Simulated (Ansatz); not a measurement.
TiC under changes of volume

One of the cells (10.158 Å³/atom); the others are scaled copies at fixed shape and fractional positions:

```
Ti C
1.0
     0.00000    2.16572    2.16572
     2.16572    0.00000    2.16572
     2.16572    2.16572    0.00000
Ti C
1 1
Direct
  0.00000 0.00000 0.00000
  0.50000 0.50000 0.50000
```

The cell is a database's computed one.

```yaml
Program: Ansatz 0.2.0
Functional: BPBE
Potentials_or_basis: Ansatz PAW
Cutoff: "420 eV (not typed: the program's choice for these potentials)"
k_mesh: 11 × 11 × 11
Occupations: fermi-dirac, width 0.05 eV
Spin: no spin polarisation
```

```csv
volume (Å³/atom),energy over the lowest point (meV/atom),pressure (GPa)
9.548,?,?
9.752,14.43,11.5
9.955,3.68,5.6
10.158,0.00,0.3
10.361,2.65,-4.5
10.564,11.13,-8.8
10.767,24.80,-12.7
```

Problem. What does the run at 9.548 Å³/atom give?

Solution. Energy over the lowest point 33.02 meV/atom; pressure 17.9 GPa.

Worked out: A Birch-Murnaghan fit of order 3 (a polynomial in V^(-2/3)) to the other rows has its minimum at 10.17 Å³/atom with B0 = V·E''(V) = 250 GPa and B' = 4.0. It gives 33.08 meV/atom at 9.548 Å³/atom, against the run's 33.02, and -dE/dV = 17.9 GPa, against 17.9.

Energies are extrapolated to zero smearing.

Caveats: the PAW data sets come from PBE, with cores solved anew for the run's functional, which leaves a small shift of forces and pressure.
